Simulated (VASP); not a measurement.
# Zn (Im-3m) in VASP: notebook, part 2 of 2

VASP 6.6.1. Earlier steps stand in the parts before.

## 3. Single point, LDA

INCAR

```
SYSTEM = Zn
PREC = Accurate
ENCUT = 340
EDIFF = 1E-7
ISMEAR = -1
SIGMA = 0.15
LREAL = .False.
LASPH = .True.
NELM = 100
ALGO = Normal
ISIF = 2
LWAVE = .False.
LCHARG = .False.
NBANDS = 12
ADDGRID = .False.
```

KPOINTS

```
Automatic mesh
0
Gamma
  13 13 13
  0 0 0
```

POSCAR

```
Zn
1.0
   -1.5690370000      1.5690370000      1.5690370000
    1.5690370000     -1.5690370000      1.5690370000
    1.5690370000      1.5690370000     -1.5690370000
Zn
1
Direct
    0.0000000000      0.0000000000      0.0000000000
```

Potentials or basis: VASP PAW LDA potentials, release 64 (Zn).

Launch:

```
$ cat potpaw_LDA.64/Zn/POTCAR > POTCAR
$ mpirun -np 1 vasp_std > vasp.out
```

OUTCAR:

```text
SYSTEM = Zn
   PREC = Accurate
   ENCUT = 340
   EDIFF = 1E-7
   ISMEAR = -1
   LREAL = .False.
   LASPH = .True.
   NELM = 100
   ISIF = 2

 Found     84 irreducible k-points:

 Following reciprocal coordinates:
            Coordinates               Weight
  0.000000  0.000000  0.000000      1.000000
  0.076923  0.000000  0.000000     12.000000
  0.153846  0.000000  0.000000     12.000000
  0.230769  0.000000  0.000000     12.000000
  0.307692  0.000000  0.000000     12.000000
  0.384615  0.000000  0.000000     12.000000
   k-points           NKPTS =     84   k-points in BZ     NKDIM =     84   number of bands    NBANDS=     12
   number of dos      NEDOS =    301   number of ions     NIONS =      1
   total plane-waves  NPLWV =   4096
   dimension x,y,z NGX =    16 NGY =   16 NGZ =   16
   dimension x,y,z NGXF=    32 NGYF=   32 NGZF=   32
   ions per type =               1
   NGX,Y,Z   is equivalent  to a cutoff of   9.79,  9.79,  9.79 a.u.
   NGXF,Y,Z  is equivalent  to a cutoff of  19.58, 19.58, 19.58 a.u.
 SYSTEM =  Zn
   PREC   = accura    normal or accurate (medium, high low for compatibility)
   ISTART =      0    job   : 0-new  1-cont  2-samecut
   ICHARG =      2    charge: 1-file 2-atom 10-const
   ISPIN  =      1    spin polarized calculation?
   LNONCOLLINEAR =      F non collinear calculations
   LSORBIT =      F    spin-orbit coupling
   LASPH  =      T    aspherical Exc in radial PAW
   ENCUT  =  340.0 eV  24.99 Ry    5.00 a.u.   4.09  4.09  4.09*2*pi/ulx,y,z
   NELM   =    100;   NELMIN=  2; NELMDL= -5     # of ELM steps
   EDIFF  = 0.1E-06   stopping-criterion for ELM
   LREAL  =      F    real-space projection
   EDIFFG = 0.1E-05   stopping-criterion for IOM
   NSW    =      0    number of steps for IOM
   IBRION =     -1    ionic relax: 0-MD 1-quasi-New 2-CG
   NFREE  =      0    steps in history (QN), initial steepest desc. (CG)
   ISIF   =      2    stress and relaxation
   ISYM   =      2    0-nonsym 1-usesym 2-fastsym
   POTIM  = 0.5000    time-step for ionic-motion
   TEBEG  =    0.0;   TEEND  =   0.0 temperature during run
   PSTRESS=    0.0 pullay stress
   NELECT =      12.0000    total number of electrons
   NUPDOWN=      -1.0000    fix difference up-down
   EMIN   =  10.00;   EMAX   =-10.00  energy-range for DOS
   EFERMI =   0.00;   METHOD = LEGACY
   ISMEAR =    -1;   SIGMA  =   0.15  broadening in eV -4-tet -1-fermi 0-gaus
   EFERMI_NEDOS =   21; number of points for ismear=-14 and -15
   IALGO  =     38    algorithm
   IMIX   =      4    mixing-type and parameters
     AMIX     =   0.40;   BMIX     =  1.00
     AMIX_MAG =   1.60;   BMIX_MAG =  1.00
  volume/ion in A,a.u.               =      15.45       104.27
  Fermi-wavevector in a.u.,A,eV,Ry     =   1.504811  2.843681 30.809811  2.264457
  Thomas-Fermi vector in A             =   2.615742
   LORBIT       =      0    0 simple, 1 ext, 2 COOP (PROOUT), +10 PAW based schemes
   GGA     = CA    functional components
   LHFCALC =     F    Hartree Fock is set to
   AEXX    =    0.0000 exact exchange contribution
   IVDW    =     0    specifies the selected vdW correction
   LEPSILON=     F    determine dielectric tensor
   LRPA    =     F    only Hartree local field effects (RPA)
 non-spin polarized calculation
  energy-cutoff  :      340.00
  volume of cell :       15.45
 maximum number of plane-waves:       236
   NGX =  9   NGY =  9   NGZ =  9

 number of electron      11.9999917 magnetization

 Free energy of the ion-electron system (eV)
  ---------------------------------------------------
  ext. energy  EPLUGINS =         0.00000000
  ---------------------------------------------------
  free energy    TOTEN  =        -1.74285329 eV

  energy without entropy =       -1.71827468  energy(sigma->0) =       -1.73056399

 E-fermi :   2.8576     XC(G=0): -11.8169

 val. band max:        2.8350471329   @ k =   0.3846   0.0769   0.0769
 cond. band min:       2.8752302059   @ k =  -0.3846  -0.3846   0.0769
 fundamental gap:      0.0401830730
 Fermi energy:         2.8576466786

 k-point     1 :       0.0000    0.0000    0.0000
  band No.  band energies     occupation
      1      -7.4876      2.00000
      2      -4.9583      2.00000
      3      -4.9583      2.00000
      4      -4.9583      2.00000
      5      -4.4537      2.00000
      6      -4.4537      2.00000
      7      21.5738      0.00000
      8      21.5738      0.00000
      9      21.5738      0.00000
     10      23.6943      0.00000
     11      23.6943      0.00000
     12      23.6943      0.00000

 k-point     2 :       0.0769    0.0000    0.0000
  band No.  band energies     occupation
      1      -7.3014      2.00000
      2      -4.9756      2.00000
      3      -4.9536      2.00000
      4      -4.9141      2.00000
      5      -4.4698      2.00000
      6      -4.4527      2.00000
      7      19.2784      0.00000
      8      20.3765      0.00000
      9      20.8574      0.00000
     10      22.3271      0.00000
     11      22.4392      0.00000
     12      23.3821      0.00000

 k-point     3 :       0.1538    0.0000    0.0000
  band No.  band energies     occupation
      1      -6.7627      2.00000
      2      -5.0231      2.00000
      3      -4.9313      2.00000
      4      -4.7906      2.00000
      5      -4.5033      2.00000
      6      -4.4495      2.00000
      7      15.4533      0.00000
      8      18.5201      0.00000
      9      19.3418      0.00000
     10      21.0135      0.00000
     11      21.4156      0.00000
     12      23.7977      0.00000

 k-point     4 :       0.2308    0.0000    0.0000
  band No.  band energies     occupation
      1      -6.0092      2.00000
      2      -5.0901      2.00000
      3      -4.7737      2.00000
      4      -4.6103      2.00000
      5      -4.5225      2.00000
      6      -4.4437      2.00000
      7      11.7422      0.00000
      8      16.8385      0.00000
      9      17.8935      0.00000
     10      19.8788      0.00000
     11      20.6687      0.00000
     12      24.7808      0.00000

 k-point     5 :       0.3077    0.0000    0.0000
  band No.  band energies     occupation
      1      -5.5909      2.00000
      2      -5.1607      2.00000
      3      -4.5187      2.00000
      4      -4.4359      2.00000
      5      -4.4105      2.00000
      6      -3.9289      2.00000
      7       8.3033      0.00000
      8      15.4842      0.00000
      9      16.7409      0.00000
     10      19.0465      0.00000
     11      20.1169      0.00000
     12      26.1820      0.00000

 k-point     6 :       0.3846    0.0000    0.0000
  band No.  band energies     occupation
      1      -5.5593      2.00000
      2      -5.2189      2.00000
      3      -4.4988      2.00000
      4      -4.4285      2.00000
      5      -4.2375      2.00000
      6      -2.3371      2.00000
      7       5.1909      0.00000
      8      14.5336      0.00000
      9      15.9484      0.00000
     10      18.5044      0.00000
     11      19.7653      0.00000
     12      27.9295      0.00000

 [... further k-points ...]

------------------------ aborting loop because EDIFF is reached ----------------------------------------

  FORCE on cell =-STRESS in cart. coord.  units (eV):
  Direction    XX          YY          ZZ          XY          YZ          ZX
  --------------------------------------------------------------------------------------
  -------------------------------------------------------------------------------------
  Total       -0.7815822     -0.7815822     -0.7815822      0.0000000      0.0000000      0.0000000
  in kB      -81.0449048    -81.0449048    -81.0449048      0.0000000      0.0000000      0.0000000
  external PRESSURE =     -81.0449048 kB  Pullay stress =       0.0000000 kB

 VOLUME and BASIS-vectors are now :
 -----------------------------------------------------------------------------
  energy-cutoff  :      340.00
  volume of cell :       15.45
      direct lattice vectors                 reciprocal lattice vectors
    -1.569037000  1.569037000  1.569037000     0.000000000  0.318666800  0.318666800
     1.569037000 -1.569037000  1.569037000     0.318666800  0.000000000  0.318666800
     1.569037000  1.569037000 -1.569037000     0.318666800  0.318666800  0.000000000

 POSITION                                       TOTAL-FORCE (eV/Angst)
 -----------------------------------------------------------------------------------
      0.00000      0.00000      0.00000        -0.000000      0.000000     -0.000000
 -----------------------------------------------------------------------------------
    total drift:                                0.000000      0.000000     -0.000000

  FREE ENERGIE OF THE ION-ELECTRON SYSTEM (eV)
  ---------------------------------------------------
  free  energy   TOTEN  =        -1.7428532907 eV

  energy  without entropy=       -1.7182746812  energy(sigma->0) =       -1.73056399
```

stdout:

```text
POSCAR found type information on POSCAR Zn
 POSCAR found :  1 types and       1 ions
 scaLAPACK will be used
 LDA part: xc-table for (Slater(with rela. corr.)+CA(PZ))
 , standard interpolation
 POSCAR, INCAR and KPOINTS ok, starting setup
 FFT: planning ... GRIDC
 FFT: planning ... GRID_SOFT
 FFT: planning ... GRID
 WAVECAR not read
 entering main loop
```

Run time: 2.8 s. Hardware: 1 thread of Intel Xeon Platinum 8488C (Sapphire Rapids), shared host; peak memory 0.11 GiB.

The run converged, but some of its settings lie outside the range that counts as converged, so its numbers aren't taken as properties of the crystal.

What came out:

```yaml
Free_energy: -1.7429 eV
Pressure: -8.1 GPa
Band_gap_on_the_k_mesh: none (metal or under the smearing width)
```

Caveat: the cutoff is under 1.25 times the usual one of these potentials, so pressure, stress and relaxed cells hold a basis-set (Pulay) error.

## 4. Single point, LDA

INCAR: that of step 3 with these lines changed.

```diff
@@ -2,3 +2,3 @@
 PREC = Accurate
-ENCUT = 340
+ENCUT = 520
 EDIFF = 1E-7
```

KPOINTS

```
Automatic mesh
0
Gamma
  11 11 11
  0 0 0
```

POSCAR is that of step 3.

Launch:

```
$ cat potpaw_LDA.64/Zn/POTCAR > POTCAR
$ mpirun -np 1 vasp_std > vasp.out
```

Wall time 4.7 s (1 thread of Intel Xeon Platinum 8488C (Sapphire Rapids), shared host); peak memory 0.11 GiB.

These settings aren't checked as converged: the numbers below hold their error.

What came out:

| Quantity | Value |
| --- | --- |
| Free energy | -1.7409 eV |
| Pressure | -8.3 GPa |
| Band gap on the k mesh | none (metal or under the smearing width) |

## 5. Single point, LDA

INCAR: that of step 4 with these lines changed.

```diff
@@ -2,3 +2,3 @@
 PREC = Accurate
-ENCUT = 520
+ENCUT = 280
 EDIFF = 1E-7
```

KPOINTS

```
Automatic mesh
0
Gamma
  15 15 15
  0 0 0
```

POSCAR is that of step 4.

Potentials or basis: VASP PAW LDA potentials, release 64 (Zn).

Launch:

```
$ cat potpaw_LDA.64/Zn/POTCAR > POTCAR
$ mpirun -np 1 vasp_std > vasp.out
```

OUTCAR:

```text
SYSTEM = Zn
   PREC = Accurate
   ENCUT = 280
   EDIFF = 1E-7
   ISMEAR = -1
   LREAL = .False.
   LASPH = .True.
   NELM = 100
   ISIF = 2

 Found    120 irreducible k-points:

 Following reciprocal coordinates:
            Coordinates               Weight
  0.000000  0.000000  0.000000      1.000000
  0.066667  0.000000  0.000000     12.000000
  0.133333  0.000000  0.000000     12.000000
  0.200000  0.000000  0.000000     12.000000
  0.266667  0.000000  0.000000     12.000000
  0.333333  0.000000  0.000000     12.000000
[... 164 lines left out ...]

------------------------ aborting loop because EDIFF is reached ----------------------------------------

  FORCE on cell =-STRESS in cart. coord.  units (eV):
  Direction    XX          YY          ZZ          XY          YZ          ZX
  --------------------------------------------------------------------------------------
  -------------------------------------------------------------------------------------
  Total       -0.8885578     -0.8885578     -0.8885578      0.0000000     -0.0000000      0.0000000
  in kB      -92.1375649    -92.1375649    -92.1375649      0.0000000     -0.0000000      0.0000000
  external PRESSURE =     -92.1375649 kB  Pullay stress =       0.0000000 kB

 VOLUME and BASIS-vectors are now :
 -----------------------------------------------------------------------------
  energy-cutoff  :      280.00
  volume of cell :       15.45
      direct lattice vectors                 reciprocal lattice vectors
    -1.569037000  1.569037000  1.569037000     0.000000000  0.318666800  0.318666800
     1.569037000 -1.569037000  1.569037000     0.318666800  0.000000000  0.318666800
     1.569037000  1.569037000 -1.569037000     0.318666800  0.318666800  0.000000000

 POSITION                                       TOTAL-FORCE (eV/Angst)
 -----------------------------------------------------------------------------------
      0.00000      0.00000      0.00000         0.000000     -0.000000      0.000000
 -----------------------------------------------------------------------------------
    total drift:                                0.000000      0.000000     -0.000000

  FREE ENERGIE OF THE ION-ELECTRON SYSTEM (eV)
  ---------------------------------------------------
  free  energy   TOTEN  =        -1.7366605187 eV

  energy  without entropy=       -1.7123539415  energy(sigma->0) =       -1.72450723
```

OSZICAR:

```text
N       E                     dE             d eps       ncg     rms          rms(c)
DAV:   1     0.315465948564E+02    0.31547E+02   -0.45036E+03  2992   0.101E+03
DAV:   2    -0.110345157473E+01   -0.32650E+02   -0.30851E+02  3016   0.160E+02
DAV:   3    -0.184821618433E+01   -0.74476E+00   -0.74427E+00  3352   0.258E+01
DAV:   4    -0.184933727500E+01   -0.11211E-02   -0.11211E-02  3144   0.970E-01
DAV:   5    -0.184933803688E+01   -0.76187E-06   -0.76179E-06  3252   0.246E-02    0.269E+00
DAV:   6    -0.174852012768E+01    0.10082E+00   -0.47904E-01  3188   0.129E+01    0.203E+00
DAV:   7    -0.174039982670E+01    0.81203E-02   -0.85562E-03  3016   0.166E+00    0.102E+00
DAV:   8    -0.173666739453E+01    0.37324E-02   -0.14345E-03  3432   0.437E-01    0.271E-02
DAV:   9    -0.173666031136E+01    0.70832E-05   -0.53282E-05  4200   0.955E-02    0.171E-02
DAV:  10    -0.173666052296E+01   -0.21159E-06   -0.32347E-06  3084   0.257E-02    0.792E-04
DAV:  11    -0.173666051871E+01    0.42448E-08   -0.26779E-08  2036   0.267E-03
   1 F= -.17366605E+01 E0= -.17245072E+01  d E =-.243066E-01
```

Wall time 3.5 s (1 thread of Intel Xeon Platinum 8488C (Sapphire Rapids), shared host); peak memory 0.11 GiB.

The run converged, but some of its settings lie outside the range that counts as converged, so its numbers aren't taken as properties of the crystal.

What came out:

- Free energy: -1.7367 eV
- Band gap on the k mesh: none (metal or under the smearing width)

Caveat: the cutoff is under 1.25 times the usual one of these potentials, so pressure, stress and relaxed cells hold a basis-set (Pulay) error.

## 6. For comparison

An earlier run on the cell as given: functional PBEsol; potentials or basis VASP PAW PBE potentials, release 64 (Zn); cutoff 520 eV; k mesh 12 × 12 × 12; occupations fermi-dirac, width 0.05 eV; no spin polarisation.

- Pressure: -4.9 GPa
- Band gap on the k mesh: none (metal or under the smearing width)
